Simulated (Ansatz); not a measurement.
# TePb: the change of energy above lowest point and pressure with volume scale

Results calculated with Ansatz 0.2.0, not measured. Free energy against uniform scaling of the volume at fixed shape and fractions; periodic cell, basis, potentials, k mesh and filling as listed.

The cell before it is scaled or strained (space group Fm-3m, No. 225):
```
CELL_PARAMETERS angstrom
0.00000 3.23100 3.23100
3.23100 0.00000 3.23100
3.23100 3.23100 0.00000
ATOMIC_POSITIONS crystal
Te 0.50000 0.50000 0.50000
Pb 0.00000 0.00000 0.00000
```

Settings of every row: functional PBEsol; dispersion none; potentials PAW; wave cutoff 550 eV; density cutoff 2200 eV; k mesh 6x6x6; k shift 0x0x0; occupations fixed; smearing width 0 eV; spin none.

Limits: coarse k mesh, up to 40 meV an atom off; no spin-orbit coupling, which can matter with elements this heavy.

| row | volume scale | V (Å³/atom) | energy above lowest point (meV/atom) | pressure (GPa) |
| --- | --- | --- | --- | --- |
| 1 | 0.88 | 29.682 | 73.8 | 7.07 |
| 2 | 0.92 | 31.031 | 27.7 | 4 |
| 3 | 0.96 | 32.38 | 4.7 | 1.56 |
| 4 | 1 | 33.73 | 0 | -0.38 |
| 5 | 1.04 | 35.079 | 10 | -1.94 |
| 6 | 1.08 | 36.428 | ? | ? |
| 7 | 1.12 | 37.777 | 62.8 | -4.16 |

Question: what energy above lowest point and pressure should row 6 give?

Worked fit of energy above lowest point. Take u = (V_r/V)^(2/3) − 1 with V_r = 33.055 Å³ an atom, which is twice the finite (Eulerian) strain; such expansions in the strain, on which the Birch-Murnaghan equation of state is built, carry the rest volume and the bulk modulus. The shown rows have u = 0.07439, 0.04302, 0.01385, -0.01339, -0.03885, -0.08517. Least squares give energy above lowest point = 0.3 + 166.1 × u + 10824 × u² + 3022 × u³ meV/atom; a parabola predicts inner rows, each left out in turn, worse (root mean square 0.49 against 0.025 meV/atom). All shown rows lie on it to the printed digit. Its lowest point lies at u = -0.0077, or V = 33.44 Å³ an atom, and the curvature there gives the bulk modulus at fixed shape and fractions, B = (4/9)(1 + u)² E″(u)/V = 45.1 GPa. The withheld row has u = -0.06272, so the fit gives 0.3 + 166.1 × (-0.06272) + 10824 × (-0.06272)² + 3022 × (-0.06272)³ = 31.7 meV/atom.

The calculation gave 31.7 meV/atom. The fit meets it to the printed digit.

Worked fit of pressure. Take u = (V_r/V)^(2/3) − 1 with V_r = 33.055 Å³ an atom, which is twice the finite (Eulerian) strain; such expansions in the strain, on which the Birch-Murnaghan equation of state is built, carry the rest volume and the bulk modulus. The shown rows have u = 0.07439, 0.04302, 0.01385, -0.01339, -0.03885, -0.08517. Least squares give pressure = 0.533 + 71.32 × u + 207.4 × u² + 201 × u³ GPa; a parabola predicts inner rows, each left out in turn, worse (root mean square 0.033 against 0.007 GPa). The rows lie off it by 0.00, 0.00, 0.00, 0.01, 0.00, 0.00. The pressure vanishes at u = -0.0076, or V = 33.44 Å³ an atom, and there the bulk modulus at fixed shape and fractions is B = −V dP/dV = (2/3)(1 + u) dP/du = 45.1 GPa. The withheld row has u = -0.06272, so the fit gives 0.533 + 71.32 × (-0.06272) + 207.4 × (-0.06272)² + 201 × (-0.06272)³ = -3.17 GPa.

The calculation gave -3.18 GPa. The fit lies 0.01 GPa (0.089 % of the column's range) above it, one unit of the last digit.
